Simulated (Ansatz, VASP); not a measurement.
# SiC214: VASP beside Ansatz, part 2 of 2

Aim: how closely do two programs agree when they are given the same cell, functional and k mesh? The cell is taken from a series of runs on this material, whose earlier steps may have relaxed, scaled, displaced or heated it; both programs get it as it stands.

VASP 6.6.1 and Ansatz 0.2.0.

So far: The structure; Ansatz: single point, PBE.

## Step 3: VASP: single point, PBE

Level of this step: PBE, spin-polarised from a ferromagnetic start; plane waves and PAW (C, Si) (VASP).

The same cell, functional, mesh and smearing now go to VASP, with its own data sets.

Lines of VASP's logs that name or quote its potential files are left out, and so is its time.

Input file INCAR:

```
SYSTEM = SiC214
PREC = Accurate
ENCUT = 520
EDIFF = 1E-06
NELM = 200
ISMEAR = -1
SIGMA = 0.01
LREAL = Auto
ALGO = Normal
GGA = PE
NBANDS = 580
ISPIN = 2
MAGMOM = 0 0 0 0 0 0 0 0 0 0 0 0.01 0 0 0 0 0 0 0 0 0 0 0 0 0 0 0 0 0 0 0 0.01 0 0 0.01 0 0 0 0.01 0.01 0 0 0 0.01 0 0 0 0 0 0 0 0 0 0 0 0 0 0 0 0 0 0 0.01 0 0 0 0.01 0 0 0 0 0 0 0 0 0 0 0 0 0.01 0 0.01 0 0 0 0.01 0 0.01 0 0 0 0.01 0 0 0 0 0 0 0 0 0 0 0 0 0.1 0.01 0.01 0.1 0.1 0.1 0 0.1 0.1 0 0 0.01 0.01 0 0 0 0 0 0.01 0 0 0 0.01 0 0 0 0 0 0 0 0.01 0 0.01 0 0 0 0.01 0 0 0 0 0 0 0 0 0 0 0 0 0 0 0.01 0 0 0 0.01 0 0 0 0 0 0 0 0 0 0 0.01 0 0 0 0.01 0 0 0 0 0 0 0 0.01 0.01 0 0 0 0.01 0 0 0 0 0 0 0 0 0 0 0 0 0 0 0.01 0 0 0 0 0 0 0 0 0 0 0 0.02
LORBIT = 11
LWAVE = .FALSE.
LCHARG = .FALSE.
ISIF = 2
NUPDOWN = 2
LASPH = .TRUE.
GGA_COMPAT = .FALSE.
```

Input file POSCAR:

```
SiC214
1.0
   10.7147452545      0.0000000000      0.0000000000
    0.0000000000     10.7147452545      0.0000000000
    0.0000000000      0.0000000000     10.7147452545
C Si
214 1
Direct
    0.9997800000      0.9997800000      0.1665600000
    0.0004100000      0.1667200000      0.9995900000
[... 13 atom lines left out ...]
    0.2531000000      0.2531000000      0.5808400000
[... 18 atom lines left out ...]
    0.1647000000      0.3329400000      0.3312300000
    0.1660800000      0.5005300000      0.4994700000
    0.0837900000      0.4172500000      0.5827500000
[... 1 atom line left out ...]
    0.2476300000      0.4163900000      0.4130000000
    0.2476300000      0.5870000000      0.5836100000
[... 2 atom lines left out ...]
    0.1688700000      0.3351400000      0.6648600000
[... 3 atom lines left out ...]
    0.2531000000      0.4191600000      0.7469000000
[... 34 atom lines left out ...]
    0.3329400000      0.1647000000      0.3312300000
[... 1 atom line left out ...]
    0.5005300000      0.1660800000      0.4994700000
    0.4172500000      0.0837900000      0.5827500000
    0.4163900000      0.2476300000      0.4130000000
[... 1 atom line left out ...]
    0.5870000000      0.2476300000      0.5836100000
[... 1 atom line left out ...]
    0.3351400000      0.1688700000      0.6648600000
[... 3 atom lines left out ...]
    0.4191600000      0.2531000000      0.7469000000
[... 5 atom lines left out ...]
    0.4994100000      0.4994100000      0.1671200000
    0.4161300000      0.4161300000      0.2494200000
[... 2 atom lines left out ...]
    0.5815200000      0.5815200000      0.2522100000
    0.3322400000      0.3322400000      0.4898600000
    0.3296700000      0.5002700000      0.3309600000
    0.5002700000      0.3296700000      0.3309600000
    0.4065200000      0.5844200000      0.4155800000
    0.5844200000      0.4065200000      0.4155800000
    0.5844200000      0.5844200000      0.5934800000
    0.3351400000      0.3351400000      0.8311300000
    0.3322400000      0.5101400000      0.6677600000
    0.5101400000      0.3322400000      0.6677600000
    0.5005300000      0.5005300000      0.8339200000
    0.4172500000      0.4172500000      0.9162100000
    0.4163900000      0.5870000000      0.7523700000
    0.5870000000      0.4163900000      0.7523700000
[... 9 atom lines left out ...]
    0.3296700000      0.6690400000      0.4997300000
[... 1 atom line left out ...]
    0.4975100000      0.6635700000      0.3364300000
    0.4994100000      0.8328800000      0.5005900000
    0.4161300000      0.7505800000      0.5838700000
[... 1 atom line left out ...]
    0.5815200000      0.7477900000      0.4184800000
[... 3 atom lines left out ...]
    0.5002700000      0.6690400000      0.6703300000
[... 37 atom lines left out ...]
    0.6690400000      0.3296700000      0.4997300000
    0.6635700000      0.4975100000      0.3364300000
[... 1 atom line left out ...]
    0.8328800000      0.4994100000      0.5005900000
    0.7505800000      0.4161300000      0.5838700000
    0.7477900000      0.5815200000      0.4184800000
[... 3 atom lines left out ...]
    0.6690400000      0.5002700000      0.6703300000
[... 14 atom lines left out ...]
    0.6635700000      0.6635700000      0.5024900000
[... 15 atom lines left out ...]
    0.4583600000      0.4583600000      0.5416400000
```

Input file KPOINTS:

```
Automatic mesh
0
Gamma
1 1 1
0 0 0
```

PAW data sets: C and Si (PBE family, release 64).

Run with:

```
$ export OMP_NUM_THREADS=3
$ mpirun -np 1 vasp_gam
```

Numbers of over 12 decimals in the logs are rounded to 6 here.

The log of the run:

```text
[banner, memory and clock lines left out]
running    1 mpi-ranks, on    1 nodes
[...]
Offloading initialized ...    1 GPUs detected
[...]
LDA part: xc-table for (Slater+PW92), standard interpolation
 POSCAR, INCAR and KPOINTS ok, starting setup
[...]
entering main loop
       N       E                     dE             d eps       ncg     rms          rms(c)
DAV:   1     0.611844095065E+04    0.61184E+04   -0.52291E+05  2328   0.154E+03
DAV:   2    -0.141807358854E+04   -0.75365E+04   -0.70613E+04  3040   0.353E+02
DAV:   3    -0.199811229209E+04   -0.58004E+03   -0.57337E+03  2912   0.929E+01
DAV:   4    -0.201212543283E+04   -0.14013E+02   -0.13945E+02  2904   0.156E+01
[...]
DAV:  14    -0.194430825571E+04   -0.56290E-04   -0.39674E-05  2784   0.109E-02    0.148E-02
DAV:  15    -0.194430826153E+04   -0.58227E-05   -0.98445E-06  2792   0.488E-03    0.265E-03
DAV:  16    -0.194430826164E+04   -0.10640E-06   -0.45611E-07  1816   0.998E-04
   1 F= -.19443083E+04 E0= -.19443083E+04  d E =-.793604E-12  mag=     2.0000
```

From OUTCAR (step 3):

```text
 magnetization (x)
# of ion       s       p       d       tot
------------------------------------------
    1        0.000   0.002   0.000   0.002
    2        0.000   0.002   0.000   0.002
    3        0.000   0.002   0.000   0.002
    4        0.000   0.003   0.000   0.003
    5        0.000   0.002   0.000   0.002
    6        0.000   0.001   0.000   0.001
[...]
213        0.000   0.003   0.000   0.003
  214        0.000   0.002   0.000   0.002
  215       -0.009  -0.021   0.000  -0.029
--------------------------------------------------
tot          0.089   1.271   0.000   1.360
```

The run ends at a pressure of 1.87 GPa, with forces up to 0.034 eV/Å.

## Step 4: Comparison

Known differences besides the potentials themselves: VASP starts from the moments at which Ansatz ended; the cutoff is 420 eV in Ansatz and 520 eV in VASP (PREC = Accurate, projectors in real space); site moments are counted in spheres of each program's own size. Total energies have different zeros and are not compared.

The two programs side by side:

```csv
quantity,Ansatz,VASP,difference
"total moment, fixed by the input (μB)",2.00,2.00,0.00
moment on C113 (μB),0.10,0.12,-0.03
moment on C112 (μB),0.10,0.12,-0.03
moment on C105 (μB),0.10,0.12,-0.03
moment on C108 (μB),0.10,0.12,-0.03
moment on C110 (μB),0.10,0.12,-0.03
moment on C109 (μB),0.10,0.12,-0.03
```

At this near-relaxed geometry the largest component of a force difference is 18 meV/Å.

## Step 5: What came out

```yaml
difference_in_moment_on_c113_single_point_pbe: -0.027 μB
```

The difference in moment on C113 is -0.027 μB (single point, PBE). How closely two codes agree says nothing of how well the functional describes the real material.

[Lines on the potential files, build, host, timing and source positions are cut from VASP's logs without a mark.]

[Logs are printed without paths, hosts, clocks, repeated set-up lines and the standing remarks that a program may print on its own settings, such as how far it seeks lower states.]

[Hosts, paths, dates, database ids (printed as entryN), source tags and the programs' standing remarks are cut or masked in the printed files.]
